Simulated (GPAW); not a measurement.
Computed results, one entry a study.

### A GW chain in GPAW: KF (Carobbiite)

Symmetry: Fm-3m, No. 225, cubic system. The conventional cell has a = 5.344 Å, b = 5.344 Å, c = 5.344 Å, α = 90.00°, β = 90.00°, γ = 90.00°. Nearest to K lie 6 F at 2.67 Å. Nearest to F lie 6 K at 2.67 Å. Farther neighbours and most contacts between anions are not listed.

```
K F
1.0
     0.00000    2.67185    2.67185
     2.67185    0.00000    2.67185
     2.67185    2.67185    0.00000
K F
1 1
Direct
  0.00000 0.00000 0.00000
  0.50000 0.50000 0.50000
```

```yaml
method: DFT, PBE, plane waves, PAW (and 1 further level or step)
program: GPAW 26.7.0
settings_of_one_run: cutoff 600 eV, GPAW PAW setups 1.2.1 data release, 6×6×6 k-mesh, nbands 255
cost: 4 runs, 3 min in all on 4 MPI ranks of Intel Xeon Platinum 8259CL at 2.50GHz (Skylake/Cascade Lake), shared host (the runs of this entry)
notes: The cell and positions come from the Crystallography Open Database and are kept as given unless a step says otherwise. Bands and cutoff are finite, so the gap is not at the basis limit. The miss can reach some tenths of an eV and take either sign; the mesh is an error of its own.
pbe_gap: 6.18 eV, direct
g0w0_gap_on_the_mesh: 9.55 eV
gw_settings: 6×6×6 mesh, 113 bands, screening to 120 eV, Godby-Needs plasmon pole
known_limits: not at the basis limit
```

G0W0 moves the gap on the mesh from 6.18 eV to 9.55 eV (+3.37 eV), with Z of 0.81 and 0.90 at the edges. Only 1 of the mesh's irreducible points was corrected, so a valley elsewhere could overtake.

[Paths, hosts, dates, memory and timing lines, banners, echoed tables and standing remarks are left out of the program output.]

[Logs are printed without paths, hosts, clocks, repeated set-up lines and the standing remarks that a program may print on its own settings, such as how far it seeks lower states.]

[Runs of the session that timed out or met a known fault of the program may be left out.]

[Hosts, paths, dates, database ids (printed as entryN), source tags and the programs' standing remarks are cut or masked in the printed files.]
